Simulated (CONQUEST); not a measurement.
**Hg under changes of volume**

One of the cells (27.006 Å³/atom); the others are scaled copies at fixed shape and fractional positions:

```
CELL_PARAMETERS angstrom
3.75347 0.00000 0.00000
0.00000 3.75347 0.00000
0.00000 0.00000 3.83369
ATOMIC_POSITIONS crystal
Hg 0.00000 0.00000 0.50000
Hg 0.50000 0.50000 0.00000
```

```yaml
Program: CONQUEST 1.3
Functional: PBE
Potentials_or_basis: PseudoDojo NC PBE, DZP, grid of 36 × 36 × 36 points
k_mesh: 7 × 7 × 7
Occupations: fermi-dirac, width 0.05 eV
Spin: no spin polarisation
```

```csv
volume (Å³/atom),energy over the lowest point (meV/atom),pressure (GPa)
25.385,45.90,4.6
25.925,32.40,3.2
26.465,23.57,2.3
27.006,?,?
27.546,10.69,1.7
28.086,5.03,1.7
28.626,0.00,1.1
```

Q: What does the run at 27.006 Å³/atom give?

A: Energy over the lowest point 16.54 meV/atom; pressure 2.0 GPa.

Worked out: A Birch-Murnaghan fit of order 3 (a polynomial in V^(-2/3)) to the other rows has no minimum within the range. It gives 16.25 meV/atom at 27.006 Å³/atom, against the run's 16.54, and -dE/dV = 1.8 GPa, against 2.0.

Energies are extrapolated to zero smearing.

Caveats: the basis of atomic orbitals isn't converged, which shifts pressures, moduli and gaps.
